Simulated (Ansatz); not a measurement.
## LiCl: changing the share of exact exchange

```cif
data_structure
_symmetry_space_group_name_H-M 'Fm-3m'
_symmetry_Int_Tables_number 225
_cell_length_a 5.1295
_cell_length_b 5.1295
_cell_length_c 5.1295
_cell_angle_alpha 90.000
_cell_angle_beta 90.000
_cell_angle_gamma 90.000
_cell_volume 134.97
loop_
_atom_site_label
_atom_site_type_symbol
_atom_site_symmetry_multiplicity
_atom_site_Wyckoff_symbol
_atom_site_fract_x
_atom_site_fract_y
_atom_site_fract_z
_atom_site_occupancy
Cl1 Cl 4 b 0.50000 0.00000 0.00000 1
Li1 Li 4 a 0.00000 0.00000 0.00000 1
```

Kept alike: task single point; k mesh 5 × 5 × 5; occupations fermi-dirac, width 0.05 eV; no spin polarisation. Program: Ansatz, Ansatz PAW, cutoff 420 eV. The mesh is that of the run's cell of 2 atoms. No spin-orbit coupling.

| run | pressure (GPa) |
| --- | --- |
| A | -0.90 |
| B | -0.52 |
| C | -0.26 |
| D | 0.01 |
| E | 0.42 |
| F | 0.14 |

The k mesh is coarse, so the values aren't converged. Pressure is positive in compression, with a Pulay correction for the finite cutoff. All rows use potentials made for PBE. The mesh is thin for exact exchange.

Task: The runs differ in the share of exact exchange alone: 0; 0.1; 0.15; 0.25; 0.35; 0.5. Which run is which?

Result: Run A is 0.5; run B is 0.35; run C is 0.25; run D is 0.15; run E is 0; run F is 0.1. The pressure falls from 0.42 to -0.90 GPa between 0 and 0.5. Exact exchange shortens the bonds here, so the pressure at fixed cell falls.
